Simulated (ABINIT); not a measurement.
GaN:

```xyz
2
Lattice="0.0000 2.2535 2.2535 2.2535 0.0000 2.2535 2.2535 2.2535 0.0000" Properties=species:S:1:pos:R:3 pbc="T T T"
Ga    0.0000    0.0000    0.0000
N     1.1268    1.1268    1.1268
```

The cell is a database's computed one.

Base run:

| Quantity | Value |
| --- | --- |
| Program | ABINIT 10.8.3 (patched build) |
| Functional | OLYP |
| Potentials or basis | JTH PAW PBE v2.0 |
| Cutoff | 680 eV |
| k mesh | 10 × 10 × 10 |
| Occupations | fermi-dirac, width 0.05 eV |
| Spin | no spin polarisation |

Its results: band gap on the k mesh 1.89 eV, direct.

Question: The run is repeated on the same cell with these changes: functional from OLYP to WC. What comes out?

Answer: Band gap on the k mesh 1.65 eV, direct.

